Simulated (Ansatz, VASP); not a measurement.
Au in VASP and in Ansatz

```
Au
1.0
    -1.41687    1.41687    2.19409
     1.41687   -1.41687    2.19409
     1.41687    1.41687   -2.19409
Au
1
Cartesian
  0.0000 0.0000 0.0000
```

Alike in both runs: functional r2SCAN; k mesh 8 × 8 × 8; occupations gaussian, width 0.1 eV; no spin polarisation.

Ansatz relaxed the structure, and its values are those at the end. VASP's run is a single point on that final structure, the one shown.

|  | VASP | Ansatz |
| --- | --- | --- |
| version | VASP 6.6.1 | Ansatz 0.2.0 |
| potentials or method | VASP PAW PBE potentials, release 64 (Au) | scalar-relativistic, plane waves, PAW |
| plane-wave cutoff (eV) | 520 | 500 |
| valence electrons in the cell | 11 | 19 |

```tsv
	VASP	Ansatz	Ansatz less VASP
gap on the k mesh at the Fermi level (eV)	none	none	-
pressure (GPa)	0.4	0.1	-0.28
```

A gap of «none» marks a metal or a gap that the smearing closes. The functional is the same, so the differences come from potentials, cutoffs and numerics. The two sets of potentials don't hold the same shells in valence.

Caveats: the k mesh is coarse (spacing up to 0.39 Å⁻¹), so the values aren't converged; the PAW data sets were made with another functional, which shifts forces and pressure a little (VASP). Spin-orbit coupling is left out, which matters for the levels of Au.
